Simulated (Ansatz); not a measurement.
Runs of Ansatz 0.2.0 on RuS2. It takes space group P-3m1 (No. 164, trigonal). The conventional cell has a = 3.521 Å, b = 3.521 Å, c = 5.680 Å, α = 90.00°, β = 90.00°, γ = 120.00°. Ru (site symmetry -3m) has 6 S at 2.49 Å as nearest neighbours. S (site symmetry 3m) is surrounded by 3 Ru at 2.49 Å. The cell comes from a database or a generator and needn't be the stable form of this composition.

| level | spin | U | fixed moment (μB) | cutoff (eV) | hubbard projectors | double counting | gap on the mesh (eV) | pressure (GPa) | moment (μB) | largest force (eV/Å) |
| --- | --- | --- | --- | --- | --- | --- | --- | --- | --- | --- |
| r2SCAN | collinear, random start | - | - | 500 | - | - | none | -12.2 | 1.86 | 1.41 |
| r2SCAN | non-collinear, random start, SOC | - | - | 500 | - | - | none | -12.2 | 1.85 | 1.41 |
| r2SCAN | collinear, ferromagnetic start | - | - | 500 | - | - | none | -12.2 | 1.86 | 1.41 |
| PBEsol+U | collinear, random start | Ru d U = 2 eV | - | 420 | ortho-atomic (the default) | fll (the default) | none | (a) | 1.85 | 1.49 |
| PBEsol+U | collinear, ferromagnetic start | Ru d U = 3 eV | 4 | 420 | ortho-atomic (the default) | fll (the default) | - | -2.5 | 4.00 | 0.03 |

Alike in all rows: task single point; potentials or basis Ansatz PAW; cell as given; k mesh 6 × 6 × 4; smearing gaussian 0.05 eV.

**Question.** Fill in the values left out.

**Answer.** (a) -14.5.

Caveats: the magnetic or orbital state may not be the lowest; the PAW data sets come from PBE, with cores solved anew for the run's functional, which leaves a small shift of forces and pressure; forces of over 1 eV/Å show positions far from the minimum, so gaps and moduli don't describe the material at rest (some runs); the total moment is fixed, so each spin has its own Fermi level (some runs); the thresholds are loose for stress (some runs).

A k mesh can miss the band edges, and rows without SOC leave out spin-orbit coupling on Ru.

A gap of «none» marks a metal or a gap under the smearing width.
